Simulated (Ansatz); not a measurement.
# Relativistic treatment of InSb

```
In Sb
1.0
     0.00000    3.23910    3.23910
     3.23910    0.00000    3.23910
     3.23910    3.23910    0.00000
In Sb
1 1
Direct
  0.00000 0.00000 0.00000
  0.75000 0.75000 0.75000
```

Atoms are numbered in the order listed.

The cell is COD entry 9008853, as deposited and not checked against the literature; nothing was relaxed.

One fixed cell is solved with PBE by all-electron LAPW in Ansatz 0.2.0 under different relativistic treatments. Pressure is positive in compression.

Numerical set-up: a Γ-centred 10×10×10 k mesh, Fermi–Dirac smearing of 0.03 eV, basis error target 0.25 meV/atom, no spin polarisation.

```json
{"setting": "scalar-relativistic", "P (GPa)": "3.15", "gap on the k mesh (eV)": "none"}
{"setting": "non-relativistic", "P (GPa)": "4.34", "gap on the k mesh (eV)": "1.20"}
{"setting": "with spin–orbit coupling", "P (GPa)": "3.14", "gap on the k mesh (eV)": "none"}
{"setting": "scalar-relativistic, point nuclei", "P (GPa)": "3.15", "gap on the k mesh (eV)": "none"}
```
